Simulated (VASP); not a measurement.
Wanted: the native input for a VASP 6.6.1 run.

```yaml
Task: single point
Functional: PBE
Potentials_or_basis: VASP PAW PBE potentials, release 64 (Mn_pv, F)
Cutoff: 600 eV
k_mesh: 6 × 6 × 8
Occupations: gaussian, width 0.03 eV
Spin: collinear spin, ferromagnetic start
Starting_moments: "[5.0, 5.0, 0.0, 0.0, 0.0, 0.0] μB"
Further_INCAR_settings: ALGO = Normal; EDIFF = 1e-06; AMIX = 0.2; BMIX = 0.0001
```

The structure of MnF2 lies in POSCAR:

```
MnF2
1.0
    4.8738000000      0.0000000000      0.0000000000
    0.0000000000      4.8738000000      0.0000000000
    0.0000000000      0.0000000000      3.3107000000
Mn F
2 4
Direct
    0.0000000000      0.0000000000      0.0000000000
    0.5000000000      0.5000000000      0.5000000000
    0.3053000000      0.3053000000      0.0000000000
    0.1947000000      0.8053000000      0.5000000000
    0.6947000000      0.6947000000      0.0000000000
    0.8053000000      0.1947000000      0.5000000000
```

The input as run:

INCAR

```
PREC = Accurate
ENCUT = 600
EDIFF = 1E-6
ISMEAR = 0
SIGMA = 0.03
LREAL = False
LASPH = True
NELM = 150
ALGO = Normal
ISIF = 2
LWAVE = False
LCHARG = False
ISPIN = 2
MAGMOM = 5 5 0 0 0 0
LORBIT = 11
LMAXMIX = 4
GGA = PE
AMIX = 0.2
BMIX = 1E-4
AMIX_MAG = 0.8
BMIX_MAG = 1E-4
KPAR = 2
```

KPOINTS

```
Automatic mesh
0
Gamma
  6 6 8
```

Potentials or basis: VASP PAW PBE potentials, release 64 (Mn_pv, F).

Command:

```console
$ cat potpaw_PBE.64/Mn_pv/POTCAR potpaw_PBE.64/F/POTCAR > POTCAR
$ mpirun -np 2 vasp_std > vasp.out
```

Results of the run:

The pressure is 3.6 GPa, the largest force is 0.044 eV/Å and the band gap on the k mesh is 1.12 eV, direct. The net moment is 10.00 μB per cell. The site moments are Mn +4.59; F +0.09 μB and the valence electrons inside the program's atomic spheres are Mn 11.26; F 6.10.

Caveat: only a ferromagnetic start was run, and an antiferromagnetic order may lie lower in energy.

Wall time 3.5 min on 2 MPI ranks on AMD EPYC 7R13 Processor (Zen 3), on a shared host, peak memory 0.37 GiB a rank.
